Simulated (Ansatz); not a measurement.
Y:

```
CELL_PARAMETERS angstrom
0.00000 2.55199 2.55199
2.55199 0.00000 2.55199
2.55199 2.55199 0.00000
ATOMIC_POSITIONS crystal
Y 0.00000 0.00000 0.00000
```

This isn't the form of Y at room conditions, which is hcp.

Base run:

```yaml
Program: Ansatz 0.2.0
Functional: LDA
Potentials_or_basis: all-electron LAPW, scalar-relativistic
Cutoff: 129 eV (chosen from the basis error)
Basis_error_allowed: 0.001 eV/atom
k_mesh: 9 × 9 × 9
Occupations: fermi-dirac, width 0.05 eV
Spin: no spin polarisation
```

Its results: band gap on the k mesh none (metal or under the smearing width); pressure -4.4 GPa.

Question: The run is repeated on the same cell with these changes: hubbard terms from none to Y d U = 3 eV. What comes out?

Answer: Band gap on the k mesh none (metal or under the smearing width); pressure 0.4 GPa.

Caveats: U is the effective U less J, on atomic orbitals that reach past the spheres (some runs); U without spin polarisation on a metal has little footing (some runs); the U is typed as a test and isn't derived for this compound (some runs).
